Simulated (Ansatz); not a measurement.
Runs of Ansatz 0.2.0 on WC (Qusongite). It takes space group P-6m2 (No. 187, hexagonal). Conventional cell: a = 2.906 Å, b = 2.906 Å, c = 2.837 Å, α = 90.00°, β = 90.00°, γ = 120.00°. W (site symmetry -6m2) has 6 C at 2.20 Å as nearest neighbours. Around C (site symmetry -6m2) lie 6 W at 2.20 Å. 

```csv
task,level,potentials or basis,spin,cell,cutoff (eV),smearing,points for each segment of the path,gap on the mesh (eV),pressure (GPa)
band structure,LDA,Ansatz PAW earlier set,"collinear, ferromagnetic start",volume scaled by 0.96,820,tetrahedron,14,none,(a)
density of states,SVWN5,Ansatz PAW,off,volume scaled by 0.96,420,tetrahedron,-,none,7.2
electrostatic potential,BPBE+D3(BJ),PseudoDojo stringent (PBE files),"SOC, no magnetisation",as given,1116,methfessel-paxton 0.1 eV,-,none,-10.9
density of states,BLYP+D3(BJ)-ATM,PseudoDojo stringent (PBE files),"SOC, no magnetisation",volume scaled by 0.96,1116,methfessel-paxton 0.1 eV,-,none,21.9
atomic charges,PBEsol+D3(BJ),Ansatz PAW,"SOC, no magnetisation",as given,420,methfessel-paxton 0.1 eV,-,none,-10.9
```

Alike in all rows: k mesh 10 × 10 × 9.

Problem. Estimate the missing entries.

Solution. (a) 7.6.

Caveats: the PAW data sets come from PBE, with cores solved anew for the run's functional, which leaves a small shift of forces and pressure (some runs); pairwise dispersion overbinds metals, which lowers pressure and volume (some runs); with tetrahedron occupations forces and stress needn't match the slope of the energy (some runs); the potentials were made for another functional, which shifts forces and pressure (some runs); spin-orbit coupling is left out, which moves the levels of the heavy elements (some runs); the starting moments weren't kept (some runs); the dispersion damping was fitted for another functional or another form of the correction (some runs).

A k mesh can miss the band edges, and rows without SOC leave out spin-orbit coupling on W.

A gap of «none» marks a metal or a gap under the smearing width.

The runs don't all hold the same shells in valence.

Runs at the PBE level aren't shown here.
